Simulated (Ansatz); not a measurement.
**V (Fm-3m): band structure in Python**

Aim: a band structure, for V (Fm-3m), run from a script.

This is V in the fcc structure; at room conditions it is bcc.

Computed with Ansatz 0.2.0, driven from Python. Level of theory: DFT r2SCAN, plane waves, PAW.

## Step 1: Starting point

It takes space group Fm-3m (No. 225, cubic). Conventional cell: a = 3.790 Å, b = 3.790 Å, c = 3.790 Å, α = 90.00°, β = 90.00°, γ = 90.00°. V (site symmetry m-3m) is surrounded by 12 V at 2.68 Å.

The script holds or builds the structure itself.

## Step 2: The script

File v.py:

```python
'''Band structure of V.'''

import ansatz as az
import numpy as np

FUNCTIONAL = 'r2scan'
WIDTH_EV = 0.15
N_EMPTY = 6


def main() -> None:
    material = (
        az.Lattice.of([0.0, 1.895, 1.895], [1.895, 0.0, 1.895], [1.895, 1.895, 0.0])
        .atom('V', [0.0, 0.0, 0.0])
        .moments(V=1.5)
    )

    # high-symmetry points in fractions of the reciprocal vectors
    path = [
        ('K', (0.375, 0.375, 0.75)),
        ('G', (0.0, 0.0, 0.0)),
        ('L', (0.5, 0.5, 0.5)),
        ('W', (0.5, 0.25, 0.75)),
        ('X', (0.5, 0.0, 0.5)),
    ]
    setup = (
        material.calculation()
        .functional(FUNCTIONAL)
        .kpoints(12)
        .occupations(az.OccupationsMethod.METHFESSEL_PAXTON, width=WIDTH_EV)
        .spin('collinear')
        .band_structure([point for _, point in path], intervals=6)
        .scf(extra_bands=N_EMPTY)
    )
    session = setup.session()
    planned = session.plan(threads=1)
    outcome = planned.execute()
    data = outcome.report

    energy = data['free_energy_ev']
    print('V: {:.6f} eV = {:.6f} Ry = {:.6f} Ha'.format(energy, energy / 13.605693, energy / 27.211386))
    print('Fermi level {:.4f} eV, {} k-points, {} symmetry operations'.format(data['fermi_energy_ev'], data['n_kpoints'], data['n_symmetry_ops']))

    print('site moments (muB):', [round(m, 2) for m in data['site_moments_mub']])
    print('electrons up, down:', [round(n, 3) for n in data['spin_occupation_sums']])

    bands = outcome.band_structure()
    fermi = bands.fermi_energy_ev
    for spin, channel in enumerate(bands.channels):
        levels = channel.eigenvalues_ev - fermi
        crossing = [b for b in range(levels.shape[1]) if levels[:, b].min() < 0 < levels[:, b].max()]
        print(f'channel {spin}: bands that cross the Fermi level on this path:', [b + 1 for b in crossing] or 'none')
        shown = crossing or sorted(np.argsort(np.abs(levels).min(axis=0))[:2])
        for k, row in zip(bands.kpoints_frac, levels[:, shown]):
            print(f'{k[0]:7.3f} {k[1]:7.3f} {k[2]:7.3f}  ', ' '.join(f'{e:8.3f}' for e in row))


if __name__ == '__main__':
    main()
```

## Step 3: The calls as engine input

The package turns the script's settings into the engine's input:

```yaml
crystal:
  lattice:
    - [0.0, 1.895, 1.895]
    - [1.895, 0.0, 1.895]
    - [1.895, 1.895, 0.0]
  atoms:
    - { symbol: V, position: [0.0, 0.0, 0.0] }
kpoints:
  mp_grid:
    grid: [12, 12, 12]
  band_path:
    path:
      - [0.375, 0.375, 0.75]
      - [0.0, 0.0, 0.0]
      - [0.5, 0.5, 0.5]
      - [0.5, 0.25, 0.75]
      - [0.5, 0.0, 0.5]
    npoints: 6
hamiltonian:
  xc: r2scan
magnetization:
  spin_polarized: true
  per_species:
    V: 1.5
scf:
  n_extra_bands: 6
  occupations:
    method: methfessel_paxton
    width: 0.15
```

## Step 4: Running it

Launch:

```bash
> python v.py
```

Without the output at hand: what should come out? Wanted: free energy; moment, net / absolute; bands on the path.

As calculated:

| quantity | value |
| --- | --- |
| free energy | -2916.8207 eV |
| moment, net / absolute | 0.00 / 0.00 μB per cell |
| bands on the path | cross the Fermi level |

Bands cross the Fermi level along the path, so it is a metal at this level. The starting moments died away: the state reached is non-magnetic. The SCF didn't keep the moments it started from (some shrank, vanished or turned); what is printed is the state reached. The mesh is modest for a metal, so energies can be off by several to tens of meV an atom and pressures by half a GPa or more; differences at equal mesh fare better. Only differences from the Fermi energy are physical; the zero of the scale is a convention. r2SCAN tends to overestimate the moments of itinerant magnets. This isn't the structure that V takes at ambient conditions. Levels are Kohn-Sham eigenvalues on this mesh. The starting moments were not kept in at least one run, so it stands on a weaker or other magnetic state than the one typed.
